Fcc transition metals (space group Fm-3m, one atom per cell) in fixed cells, computed with Ansatz 0.2.0: PBE, frozen-core PAW, scalar-relativistic, 420 eV cutoff, Fermi-Dirac smearing of 0.03 to 0.08 eV, k meshes from 14×14×14 to 20×20×20. Only Ni was run with spin. Outer s and d electrons are Löwdin populations on the free atom's orbitals, with no outer p shell.

| element | Z | group | period | cell | volume (Å³/atom) | shortest distance from M (Å) | outer s electrons on M (e) | outer d electrons on M (e) | net moment of the cell (none: run without spin) (muB) |
| --- | --- | --- | --- | --- | --- | --- | --- | --- | --- |
| Ti | 22 | 4 | 4 | measured cell (COD) | 16.73 | 2.87 | 0.91 | 3.05 | none |
| Ni | 28 | 10 | 4 | measured cell (COD) | 11.05 | 2.50 | 0.96 | 8.83 | 0.62 |
| Cu | 29 | 11 | 4 | relaxed with PAW | 11.96 | 2.57 | 1.05 | 9.80 | none |
| Rh | 45 | 9 | 5 | measured cell (COD) | 13.75 | 2.69 | 0.78 | 8.14 | none |
| Ta | 73 | 5 | 6 | measured cell (COD) | 18.79 | 2.98 | 0.89 | 4.06 | none |
| W | 74 | 6 | 6 | measured cell (COD) | 16.73 | 2.87 | 0.92 | 4.99 | none |
| Ir | 77 | 9 | 6 | measured cell (COD) | 14.15 | 2.71 | 0.97 | 7.85 | none |
| Pt | 78 | 10 | 6 | measured cell (COD) | 15.01 | 2.77 | 0.96 | 8.91 | none |

Projected onto the outer s and d orbitals of the free atom, the electrons of an fcc transition metal divide in a simple way: about one per atom counts as s, and nearly all the other valence electrons count as d. This whole-number rule is good to about 0.2 electron in each shell. One row departs from it in a way that calls for an explanation: rhodium has lost about a fifth of an electron from s and has gained d electrons instead.

In the table M stands for the metal atom. The two columns of outer electrons come from projecting the occupied states of the crystal onto the s and d orbitals of the free atom. They show how the electrons are shared between two kinds of orbital. They are not charges, because every atom in these crystals is equivalent to every other and must be neutral. The set contains no outer p orbital. If it did, that orbital would probably take some of the charge now counted as s, so the counts belong to this choice of orbitals.

**Why one s electron**

The free atoms do not suggest such a simple rule. Ti, Ni, Ta, W and Ir have two outer s electrons as free atoms, while Cu, Rh and Pt have one. In the metal this difference is gone: the average s count is 0.93 in both groups. The crystal has redistributed the electrons, and what fixes the result is the band structure.

The outer s orbitals are large and overlap strongly with those of the neighbours. Their levels therefore spread into a band many electronvolts wide, with room for two electrons per atom. The d orbitals are smaller and form narrower bands that lie across the middle of the s band. All these bands fill up to one common energy, the Fermi level. In a metal with a partly filled d shell this level lies among the d states, and in a rough picture the lower half of the s band is then occupied, which makes one electron.

The balance also corrects itself. If an electron moves from s to d, the d electrons repel each other more strongly and the d levels rise. The next transfer then costs more energy. This helps to keep the s count near one although the number of valence electrons changes greatly from Ti to Pt.

Copper arrives at the same number by a shorter route. Its d bands are full and lie below the Fermi level, so ten of its eleven valence electrons are used up and one is left over. Its computed d count of 9.80 does not mean that the d shell is open. Some d character is mixed into empty states, and the projection does not catch every electron.

For a metal in group $N$ of the periodic table the rule reads

$$n_s \approx 1, \qquad n_d \approx N-1,$$

where $n_s$ and $n_d$ are the outer s and d electrons on the atom. It contains no fitted constant.

**Iridium obeys the rule, rhodium does not**

Iridium is in group 9. Of its nine valence electrons the rule assigns one to s and $9-1=8$ to d. The calculation gives 0.97 and 7.85. The s count agrees closely, and the d count is low by 0.15 electron.

That shortfall has a simple reading. The two computed counts of Ir add up to $0.97+7.85=8.82$, although the neutral atom has nine valence electrons. The projection has no outer p orbital to receive the p character that a metal acquires, so part of the charge is not counted. Ni, Cu and Pt also fall below the rule in d by amounts of this kind. It would be unwise to look for chemistry in such differences, or in any difference below about 0.1 electron.

Rhodium is in group 9 too, and the rule gives it the same one and eight. The calculation gives 0.78 and 8.14. Its s count is the lowest in the table, 0.17 electron below the average of the other seven metals. It is also the only metal of groups 9 to 11 here with more d electrons than the rule allows.

The incomplete projection cannot produce this pattern by merely losing charge. In Rh the two counts add up to 8.92, so less is lost than in Ir. The electrons absent from s appear in d. Between Ir and Rh the s count falls by 0.19 and the d count rises by 0.29, so the shift amounts to two or three tenths of an electron.

**What the band energies show**

A projected count depends on the orbitals chosen for the projection, so a second witness is useful. The band energies of the same calculations provide one. At the centre of the Brillouin zone, where all unit cells have the same phase, symmetry forbids s and d orbitals of an fcc metal to mix. The lowest valence level there is an s level, and the next is a threefold d level.

In Rh the s level lies 4.9 eV below the d level; in Ir it lies 7.2 eV below. The two metals have the same number of valence electrons, and their shortest interatomic distances differ by less than 0.03 Å. Both were computed in measured cells, which are somewhat compressed by the standard of PBE. The comparison is therefore a reasonably fair one. In rhodium the s states lie higher relative to the d states, fewer of them are filled, and d takes up the difference.

The other rows support the special place of Rh. When the same distance is read from the edges of their bands, the smallest value among them is 6.4 eV, in Cu. Rhodium thus stands apart in two quantities, one a count of electrons and the other an energy. The energy contains both the position of the s band and its breadth, so it should not be read as the spacing of two atomic levels.

**Why the s states of rhodium lie high**

The cause can be argued from the nature of the shells. An s electron comes close to the nucleus, where it moves fast, and relativity then pulls its orbital inward and binds it more strongly. The size of the effect grows roughly as $(Z/137)^2$, with $Z$ the atomic number. For Rh this is $(45/137)^2\approx0.1$, for Ir $(77/137)^2\approx0.3$. These figures set the scale of relativity near the nucleus and are not shifts of the outer levels.

The d electrons respond in the opposite direction. They seldom come close to the nucleus, and the contracted inner shells screen its charge from them more completely. In a 5d metal the s level therefore sinks and the d level rises, which favours s. Rhodium, a 4d metal, has much less of this help.

The comparison with Ir does not isolate relativity. Iridium also has a filled 4f shell, which screens the nucleus poorly. This binds the outer s electrons more tightly, but the 5d electrons too, so its effect on the distance between them is not obvious. A calculation with relativity switched off would be needed to separate the two influences. Spin–orbit coupling is absent from these calculations. It would split the d levels of Ir by something of the order of 1 eV, which is less than the difference between the two metals.

**Why nickel does not behave like rhodium**

If relativity were the whole story, the lightest metals should have the fewest s electrons. Nickel shows that they do not. Its s count is 0.96, the same as that of platinum, which stands two periods below it in the same group. The d counts of the two differ by less than 0.1 electron.

Nickel has another reason to keep its s electron. The 3d shell is the first d shell of the periodic table, and there is no inner d shell to keep it away from the nucleus. It is compact, its electrons repel each other strongly, and an additional one is expensive. The 4d shell is roomier, so this penalty is smaller.

This argument suggests an order for the three periods. In 3d metals strong repulsion in the d shell holds electrons in s. In 5d metals relativity does the same. The 4d metals lie between, with the first effect already weakened and the second still modest. Free atoms of group 10 show the same sequence: nickel has two outer s electrons, palladium none and platinum one.

The band energies agree with this picture for nickel. Its s level lies 6.6 eV below the d level for the majority spin and 7.4 eV below it for the minority spin, both well above the value in Rh. There are two values because nickel is ferromagnetic, and its d levels differ for the two spin directions. Part of the distance may come from the close spacing of nickel's atoms, which broadens the s band. That rhodium's low s count is typical of late 4d metals remains an inference, since it is the only 4d metal here.

**Where the energy argument stops**

The distance between s and d levels explains the contrast between Rh and Ir, but it does not rank all the metals. The s counts of the seven others are mostly too close together to be ranked with confidence, but a larger distance clearly does not bring more s electrons. Tantalum has the largest, 8.5 eV, and yet its s count is only 0.89.

One possible reason why the large distance brings no extra s electrons is the number of electrons available. Tantalum has five valence electrons and iridium nine, so the bands of tantalum are filled to a lower level. Its Fermi level lies about 8 eV above the bottom of the valence bands, against about 11 eV in iridium. A deep s band does not hold many electrons if the filling stops early. This cannot be the whole account, since in titanium the Fermi level lies only about 6 eV above the bottom and the s count is still 0.91. The distance is best compared between metals of the same group.

The early metals carry another condition. Ti, Ta and W are computed here as fcc crystals, although their stable form at room conditions is a different structure. Their counts illustrate the rule for this packing and should not be taken as properties of the ordinary metals.

For another fcc metal of the 3d or 5d series, one s electron with the rest in d is a reasonable first guess for counts projected in the same way. For the 4d series the table gives only rhodium, so it cannot say how large the shift from s to d is in the other metals of that series.
